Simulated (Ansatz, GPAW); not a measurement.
## Ballistic transport through an Al chain with one Ag atom in line, from relaxation to T(E)

Wanted: T(E) of an Al chain with one Ag atom in line at a relaxed geometry in two programs, beside the unrelaxed structure.

Program: GPAW 26.7.0 and Ansatz 0.2.0. Level of theory: Ansatz plane waves; relaxation of the junction with the lead ends held, in the first sound run; inputs show where later runs differ. Results are calculated unless marked as measured.

Report form: the programs' logs are mostly left out.

## 1. Starting point

The cell holds 15 atoms: 14 Al and 1 Ag. Its edges and angles: a = 9.000 Å, b = 9.000 Å, c = 36.202 Å, α = 90.0°, β = 90.0°, γ = 90.0°. Regions: left lead, 7 atoms (7 Al); channel, 1 atom (1 Ag); right lead, 7 atoms (7 Al). Vacuum lies along a and b. The structure is stacked along c, and the current runs across the ab planes.

## 2. Relaxing the atoms

Transmission follows bond lengths closely, so the atoms between the held lead ends are relaxed first, from a slightly shaken start that lets symmetry break.

Input file input.yaml:

```yaml
crystal:
  lattice:
    - [9.0, 0.0, 0.0]
    - [0.0, 9.0, 0.0]
    - [0.0, 0.0, 36.2024]
  atoms:
    - { symbol: Al, position: [0.5, 0.5, 0.0331469737] }
    - { symbol: Al, position: [0.5, 0.5, 0.099440921] }
    - { symbol: Al, position: [0.5, 0.5, 0.1657348684] }
    - { symbol: Al, position: [0.5, 0.5, 0.2320288158] }
    - { symbol: Al, position: [0.5, 0.5, 0.2983227631] }
    - { symbol: Al, position: [0.4952304233, 0.4968781743, 0.3649431571] }
    - { symbol: Al, position: [0.4982530446, 0.501752054, 0.4315796662] }
    - { symbol: Ag, position: [0.4951882287, 0.5033902126, 0.4995064012] }
    - { symbol: Al, position: [0.5069802833, 0.5024289631, 0.5686426954] }
    - { symbol: Al, position: [0.500671626, 0.5007165931, 0.6356563527] }
    - { symbol: Al, position: [0.5, 0.5, 0.7016772369] }
    - { symbol: Al, position: [0.5, 0.5, 0.7679711842] }
    - { symbol: Al, position: [0.5, 0.5, 0.8342651316] }
    - { symbol: Al, position: [0.5, 0.5, 0.900559079] }
    - { symbol: Al, position: [0.5, 0.5, 0.9668530263] }
kpoints:
  mp_grid: { grid: [1, 1, 2] }
hamiltonian:
  xc: pbe
scf:
  occupations: { method: fermi_dirac, width: 0.1 }
relax:
  f_tol: 0.03
  max_steps: 80
  constraints: [{ sites: [0, 1, 2, 3, 4, 10, 11, 12, 13, 14] }]
```

The run is started by

```bash
ansatz run input.yaml --threads 4 --pin off --max-ram 8192MiB --backend cpu --events-out ev --progress --plain --runs-dir out
```

Wall time 69 s (4 threads of Intel Xeon 6975P-C (Granite Rapids), shared host); peak memory 2.4 GiB; 4.2 min of CPU time.

Step by step:

| step | energy less that of the first step (eV) | largest force component (eV/Å) |
| --- | --- | --- |
| 1 | 0.0000 | 0.6593 |
| 2 | -0.0320 | 0.0369 |
| 3 | -0.0327 | 0.0158 |
| 4 | -0.0383 | 0.0937 |
| 5 | -0.0571 | 0.1655 |
| 6 | -0.0897 | 0.1518 |
| 7 | -0.1245 | 0.1432 |
| 8 | -0.1466 | 0.0579 |
| 9 | -0.1507 | 0.0318 |
| 10 | -0.1530 | 0.0357 |
| 11 | -0.1546 | 0.0275 |
| 12 | -0.1547 | 0.0362 |
| 13 | -0.1549 | 0.0036 |

The atoms that moved most (Å):

| atom | dx | dy | dz | length |
| --- | --- | --- | --- | --- |
| Al10 | -0.747 | -0.596 | 0.085 | 0.959 |
| Al6 | -0.683 | -0.548 | -0.098 | 0.881 |
| Al9 | -0.152 | -0.090 | 0.068 | 0.190 |
| Al7 | -0.067 | -0.078 | -0.065 | 0.122 |
| Ag8 | 0.028 | -0.041 | 0.024 | 0.055 |

The relaxed structure:

```cif
data_structure
_symmetry_space_group_name_H-M 'P 1'
_symmetry_Int_Tables_number 1
_cell_length_a 9.0000
_cell_length_b 9.0000
_cell_length_c 36.2024
_cell_angle_alpha 90.000
_cell_angle_beta 90.000
_cell_angle_gamma 90.000
_cell_volume 2932.39
loop_
_atom_site_label
_atom_site_type_symbol
_atom_site_fract_x
_atom_site_fract_y
_atom_site_fract_z
_atom_site_occupancy
Al1 Al 0.50000 0.50000 0.03315 1
Al2 Al 0.50000 0.50000 0.09944 1
Al3 Al 0.50000 0.50000 0.16573 1
Al4 Al 0.50000 0.50000 0.23203 1
Al5 Al 0.50000 0.50000 0.29832 1
Al6 Al 0.41938 0.43599 0.36223 1
Al7 Al 0.49084 0.49306 0.42979 1
Ag8 Ag 0.49826 0.49887 0.50017 1
Al9 Al 0.49007 0.49243 0.57053 1
Al10 Al 0.41771 0.43450 0.63800 1
Al11 Al 0.50000 0.50000 0.70168 1
Al12 Al 0.50000 0.50000 0.76797 1
Al13 Al 0.50000 0.50000 0.83427 1
Al14 Al 0.50000 0.50000 0.90056 1
Al15 Al 0.50000 0.50000 0.96685 1
```

This step gave:

```
free energy         : -15088.5795 eV
smearing term TS    : 0.6936 eV
symmetry operations : 1
```

The relaxation lowered the energy of the cell by 0.155 eV.

## 3. Plane waves, PBE

Plane waves give the reference curve, free of the bias of atom-centred orbitals.

This step: Ansatz plane waves; Landauer transmission by layers, zero bias (Ansatz 0.2.0).

Input file input.yaml:

```yaml
crystal:
  lattice:
    - [9.0, 0.0, 0.0]
    - [0.0, 9.0, 0.0]
    - [0.0, 0.0, 36.2024]
  atoms:
    - { symbol: Al, position: [0.5, 0.5, 0.0331469737] }
    - { symbol: Al, position: [0.5, 0.5, 0.099440921] }
    - { symbol: Al, position: [0.5, 0.5, 0.1657348684] }
    - { symbol: Al, position: [0.5, 0.5, 0.2320288158] }
    - { symbol: Al, position: [0.5, 0.5, 0.2983227631] }
    - { symbol: Al, position: [0.4193834666, 0.4359852769, 0.3622275848] }
    - { symbol: Al, position: [0.4908374232, 0.493061922, 0.4297854222] }
    - { symbol: Ag, position: [0.498256129, 0.4988743428, 0.5001705827] }
    - { symbol: Al, position: [0.4900694079, 0.4924251422, 0.5705308814] }
    - { symbol: Al, position: [0.4177132619, 0.4345013711, 0.6380002872] }
    - { symbol: Al, position: [0.5, 0.5, 0.7016772369] }
    - { symbol: Al, position: [0.5, 0.5, 0.7679711842] }
    - { symbol: Al, position: [0.5, 0.5, 0.8342651316] }
    - { symbol: Al, position: [0.5, 0.5, 0.900559079] }
    - { symbol: Al, position: [0.5, 0.5, 0.9668530263] }
kpoints:
  mp_grid: { grid: [1, 1, 2] }
hamiltonian:
  xc: pbe
scf:
  occupations: { method: fermi_dirac, width: 0.1 }
output:
  transmission:
    leads: [[0, 1]]
    e_range: [-2, 2]
    de: 0.025
    kmesh: [1, 1]
    reduced_basis: true
  write_potential: true
  write_density: true
  volumetric_format: npy
  elf: true
```

The job ended after 41 s (4 threads; peak memory 2.3 GiB; 2.1 min of CPU time).

Numbers from this step:

- free energy: -15088.5794 eV
- lead level: 0 eV from the Fermi level
- transmission at the Fermi level (one spin): 0.9577
- open channels of the lead at the Fermi level (one spin): 2
- step of the potential along the lead: 11.1 meV
- offset of the lead: 0 Å
- filling of the lead less its bulk value, in size: 19.4 meV
- conductance: 0.9583 G₀

One spin. Table of transmission, zone mean by energy, zero at the Fermi level:

energy (eV), transmission, zone mean and a bar:
```
   -2.000       0.22 ###
   -1.900       0.26 ####
   -1.800       0.32 #####
   -1.700       0.39 ######
   -1.600       0.49 ########
   -1.500       0.64 ##########
   -1.400       0.85 #############
   -1.325       1.00 ###############
   -1.300       0.96 ###############
   -1.200       0.00 
   -1.100       0.00 
   -1.000       0.00 
   -0.900       0.00 
   -0.800       0.00 
   -0.700       0.00 
   -0.600       0.00 
   -0.500       0.00 
   -0.400       0.07 #
   -0.300       1.01 ################
   -0.200       0.98 ###############
   -0.100       0.95 ###############
    0.000       0.96 ###############
    0.100       0.97 ###############
    0.200       0.94 ###############
    0.300       0.89 ##############
    0.400       0.84 #############
    0.500       0.82 #############
    0.600       0.84 #############
    0.700       0.93 ##############
    0.800       1.11 #################
    0.900       1.35 #####################
    1.000       1.39 #####################
    1.100       1.40 ######################
    1.200       1.42 ######################
    1.300       1.46 ######################
    1.400       1.50 #######################
    1.500       1.56 ########################
    1.600       1.63 #########################
    1.700       1.71 ##########################
    1.800       1.79 ############################
    1.900       1.87 #############################
    2.000       1.94 ##############################
```

One spin. The open channels, zone mean by energy, zero at the Fermi level:

```
energy (eV)  open channels, zone mean
     -2.000                         1
     -1.900                         1
     -1.800                         1
     -1.700                         1
     -1.600                         1
     -1.500                         1
     -1.400                         1
     -1.300                         1
     -1.200                         0
     -1.100                         0
     -1.000                         0
     -0.900                         0
     -0.800                         0
     -0.700                         0
     -0.600                         0
     -0.500                         0
     -0.400                         2
     -0.300                         2
     -0.200                         2
     -0.100                         2
      0.000                         2
      0.100                         2
      0.200                         2
      0.300                         2
      0.400                         2
      0.500                         2
      0.600                         2
      0.700                         2
      0.800                         2
      0.900                         2
      1.000                         3
      1.100                         3
      1.200                         3
      1.300                         3
      1.400                         3
      1.500                         3
      1.600                         3
      1.700                         3
      1.800                         3
      1.900                         3
      2.000                         3
```

Crystal 0, spin -, k parallel (0, 0); distinct values, listed up to 1.5 1/Å. Table of Im kz of the slowest decaying states by energy, zero at the Fermi level:

```
energy (eV)  decay 1 (Å⁻¹)  decay 2 (Å⁻¹)  decay 3 (Å⁻¹)  decay 4 (Å⁻¹)
    -2.0000          0.670          0.671           1.15           1.26
    -1.7500          0.616          0.616           1.12           1.23
    -1.5000          0.556          0.556           1.09           1.21
    -1.2500         0.0148          0.488          0.489           1.06
    -1.0000         0.0805          0.410          0.411           1.03
    -0.7500          0.104          0.313          0.313          0.998
    -0.5000          0.117          0.166          0.167          0.965
    -0.2500          0.121          0.930           1.06           1.15
     0.0000          0.119          0.894           1.03           1.12
     0.2500          0.110          0.857          1.000           1.09
     0.5000         0.0926          0.817          0.966           1.06
     0.7500         0.0611          0.776          0.932           1.03
     1.0000          0.732          0.896          0.994           1.08
     1.2500          0.686          0.858          0.960           1.05
     1.5000          0.636          0.819          0.925           1.02
     1.7500          0.581          0.778          0.889          0.984
     2.0000          0.521          0.734          0.851          0.950
```

Crystal 0, spin -, k parallel (0, 0). Table of Re kz of states that move upwards by energy, zero at the Fermi level:

| energy (eV) | channel 1 (Å⁻¹) | channel 2 (Å⁻¹) | channel 3 (Å⁻¹) |
| --- | --- | --- | --- |
| -2.000 | 1.13 | - | - |
| -1.900 | 1.15 | - | - |
| -1.800 | 1.17 | - | - |
| -1.700 | 1.18 | - | - |
| -1.600 | 1.20 | - | - |
| -1.500 | 1.22 | - | - |
| -1.400 | 1.24 | - | - |
| -1.300 | 1.27 | - | - |
| -1.200 | - | - | - |
| -1.100 | - | - | - |
| -1.000 | - | - | - |
| -0.900 | - | - | - |
| -0.800 | - | - | - |
| -0.700 | - | - | - |
| -0.600 | - | - | - |
| -0.500 | - | - | - |
| -0.400 | 0.0164 | 0.0234 | - |
| -0.300 | 0.169 | 0.169 | - |
| -0.200 | 0.238 | 0.238 | - |
| -0.100 | 0.291 | 0.291 | - |
| 0.000 | 0.336 | 0.336 | - |
| 0.100 | 0.375 | 0.376 | - |
| 0.200 | 0.411 | 0.412 | - |
| 0.300 | 0.444 | 0.444 | - |
| 0.400 | 0.475 | 0.475 | - |
| 0.500 | 0.504 | 0.504 | - |
| 0.600 | 0.531 | 0.531 | - |
| 0.700 | 0.557 | 0.557 | - |
| 0.800 | 0.581 | 0.582 | - |
| 0.900 | 0.605 | 0.605 | - |
| 1.000 | -1.26 | 0.628 | 0.628 |
| 1.100 | -1.24 | 0.650 | 0.650 |
| 1.200 | -1.22 | 0.671 | 0.672 |
| 1.300 | -1.20 | 0.692 | 0.692 |
| 1.400 | -1.19 | 0.712 | 0.712 |
| 1.500 | -1.17 | 0.732 | 0.732 |
| 1.600 | -1.16 | 0.751 | 0.751 |
| 1.700 | -1.15 | 0.769 | 0.769 |
| 1.800 | -1.13 | 0.787 | 0.787 |
| 1.900 | -1.12 | 0.805 | 0.805 |
| 2.000 | -1.11 | 0.822 | 0.823 |

The electrostatic potential energy of an electron (with the applied field's), less the Fermi level, planar mean oscillates, so the rows of the table below give means over windows of 2.38 Å about each position, cut where the curve ends. Its maxima inside the range that stand out by 2 % of the span (Å: eV): 2.4: 3.83, 4.8: 3.83, 7.2: 3.81, 9.5: 3.79, 11.9: 3.70, 14.3: 3.56, 16.8: 3.62, 19.4: 3.62, 21.9: 3.56, 24.3: 3.70, 26.7: 3.79, 29.1: 3.81, 31.4: 3.83, 33.8: 3.83. Its first 14 minima: 1.2: 3.03, 3.6: 3.03, 6.0: 3.02, 8.3: 3.00, 10.7: 3.01, 13.3: 2.93, 15.5: 2.63, 18.2: 2.44, 20.7: 2.63, 22.9: 2.93, 25.5: 3.01, 27.9: 3.00, 30.2: 3.02, 32.6: 3.03.

The electrostatic potential energy of an electron (with the applied field's), less the Fermi level, planar mean by z; means over each step:

```
z (Å)  electrostatic potential energy of an electron (with the applied field's), less the Fermi level, planar mean (eV)
 1.19                                                                                                              3.37
 3.57                                                                                                              3.37
 5.95                                                                                                              3.36
 8.33                                                                                                              3.34
10.71                                                                                                              3.33
13.09                                                                                                              3.23
15.47                                                                                                              3.01
17.85                                                                                                              3.02
20.23                                                                                                              3.05
22.61                                                                                                              3.20
24.99                                                                                                              3.30
27.37                                                                                                              3.34
29.75                                                                                                              3.36
32.13                                                                                                              3.37
34.51                                                                                                              3.37
```

Table of valence density, planar mean by z:

z (Å), valence density, planar mean (e/Å³) and a bar:
```
        0      0.018 #
        2      0.017 #
        4      0.014 
        6      0.013 
        8      0.014 
       10      0.017 #
       12      0.018 #
       14      0.017 #
       16      0.013 
       18      0.224 ##############################
       20      0.014 
       22      0.017 #
       24      0.018 #
       26      0.015 
       28      0.013 
       30      0.013 
       32      0.016 
       34      0.018 #
       36      0.018 #
```

ELF in the ca plane at fractional y = 0.492, with atoms of Al and Ag within 0.2 Å of it. It is the smooth field of the valence electrons, not physical close to the nuclei.

Ten even steps from '0' (0.00) to '9' (0.95), each cell a mean:
```
00000000000000000000000000000000000000000000
00000000000000000000000000000000000000000000
00000000000000000000000000000000000000000000
00000000000000000000000000000000000000000000
11111111211000000000000000000000000000000111
22222233332110111111111000000011111111001223
33444455543211122334332111111123333221111345
56666677764222234566653211112356665543212467
77887788876323456778874222222478877764323578
79997668987434678878985224432489878876534689
49995126998656789644795246652488445898655799
18993434999647999445395357863486352899755899
28993225999426999434495357753486353999733899
69996248998214999733796235542488326999611699
88886568998325999865785323322588558999622699
77765467888667888654565322222466556889866788
55543345677888876432333221112333224678888777
33322234566777764211111111111111112467777765
22111112345666653100000000000000001245666543
11000011223444432000000000000000000134454432
00000000112233221000000000000000000112332211
00000000001111110000000000000000000001111100
00000000000000000000000000000000000000000000
00000000000000000000000000000000000000000000
```
Columns run along c (16.0 Å, from fractional 0.24 to 0.69 of the cell), rows up along a (9.0 Å). Atoms in or near the plane, at fractional coordinates: Al at (0.30, 0.50), Al at (0.43, 0.49), Ag at (0.50, 0.50), Al at (0.57, 0.49).

Valence density in the ca plane at fractional y = 0.492, with atoms of Al and Ag within 0.2 Å of it. It is the smooth field of the valence electrons, not physical close to the nuclei.

Ten steps, logarithmic in the rise over the least value, from '0' (0 e/Å³) to '9' (17 e/Å³), each cell a mean:
```
00000000000000000000000000000000000000000000
00000000000000000000000000000000000000000000
00000000000000000000000000000000000000000000
00000000000000000000000000000000000000000000
00000000000000000000000000000000000000000000
00000000000000000000000000000000000000000000
00000000000000000000000000000000000000000000
00000000000000000000000000000000000000000000
11011110000000000000000011111000000000000000
11111111110000001111111134532111111100000001
12221111111111111111112368863221111111101111
12221001221111112100122479985221001111111112
12221001222111222100122379974221001222111122
11111111221111222111111246753211111222111122
11111111111111111111111123321111111111111111
00000000111111111000000001100000000111111111
00000000000111000000000000000000000000111000
00000000000000000000000000000000000000000000
00000000000000000000000000000000000000000000
00000000000000000000000000000000000000000000
00000000000000000000000000000000000000000000
00000000000000000000000000000000000000000000
00000000000000000000000000000000000000000000
00000000000000000000000000000000000000000000
```
Columns run along c (16.0 Å, from fractional 0.24 to 0.69 of the cell), rows up along a (9.0 Å). Atoms in or near the plane, at fractional coordinates: Al at (0.30, 0.50), Al at (0.43, 0.49), Ag at (0.50, 0.50), Al at (0.57, 0.49).

Electrostatic potential energy in the ca plane at fractional y = 0.492, with atoms of Al and Ag within 0.2 Å of it. With pseudopotentials it is smooth inside the atoms' cores, unlike the true potential.

Ten even steps from '0' (-21 eV) to '9' (1 eV), each cell a mean:
```
99999999999999999999999999999999999999999999
99999999999999999999999999999999999999999999
99999999999999999999999999999999999999999999
99999999999999999999999999999999999999999999
99999999999999999999999999999999999999999999
99999999999999999999999999999999999999999999
99999999999999999999999999999999999999999999
99999889999999999988999999999999989999999999
78887777899999998877889987789998777899999999
36774124789999987532578742137885324789999998
03640111588778885100157400003762000478877886
21521541376435773044126200001640441267644675
12530331463001463044126300002640341266200265
15752002662010365100157620015762000465000156
67886456762000477533578875468875335775100157
89998888885213688877889998899988778887412478
99999999988767899988999999999999889998766789
99999999999888999999999999999999999999888999
99999999999999999999999999999999999999999999
99999999999999999999999999999999999999999999
99999999999999999999999999999999999999999999
99999999999999999999999999999999999999999999
99999999999999999999999999999999999999999999
99999999999999999999999999999999999999999999
```
Columns run along c (16.0 Å, from fractional 0.24 to 0.69 of the cell; values clipped at the 3rd and 97th percentile), rows up along a (9.0 Å). Atoms in or near the plane, at fractional coordinates: Al at (0.30, 0.50), Al at (0.43, 0.49), Ag at (0.50, 0.50), Al at (0.57, 0.49).

T at the Fermi level is 0.958 of 2 open channels a spin.

(Continued in part 2 of 3.)

[Logs are printed without paths, hosts, clocks, repeated set-up lines and the standing remarks that a program may print on its own settings, such as how far it seeks lower states.]

[Hosts, paths, dates, database ids (printed as entryN), source tags and the programs' standing remarks are cut or masked in the printed files.]
